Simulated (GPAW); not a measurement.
ZrSe2:

```
Zr Se
1.0
     3.79800    0.00000    0.00000
    -1.89900    3.28916    0.00000
     0.00000    0.00000    6.19200
Zr Se
1 2
Direct
  0.00000 0.00000 0.00000
  0.66667 0.33333 0.75000
  0.33333 0.66667 0.25000
```

Base run:

| Quantity | Value |
| --- | --- |
| Program | GPAW 26.7.0 |
| Functional | PBE |
| Potentials or basis | GPAW PAW data sets (gpaw-data 1.2.1) |
| Cutoff | 400 eV |
| Basis | pw |
| k mesh | 7 × 7 × 4 |
| Occupations | fermi-dirac, width 0.001 eV |
| Spin | no spin polarisation |
| Hubbard terms | Zr d U = 8.0 eV |

Its results: band gap on the k mesh 1.68 eV, indirect (least direct gap 2.58 eV); electronic dielectric tensor (diagonal) 7.54, 7.54, 4.76.

The run is repeated on the same cell with these changes: hubbard terms from Zr d U = 8.0 eV to Zr d U = 4.0 eV. What comes out?

Band gap on the k mesh 1.04 eV, indirect (least direct gap 1.87 eV); electronic dielectric tensor (diagonal) 9.65, 9.65, 5.26.

Caveats: the long-wavelength limit can be off by several per cent where d states take part; response on these states lacks terms of the Hamiltonian; an odd mesh through Γ misses points on the zone boundary, where band edges often lie.
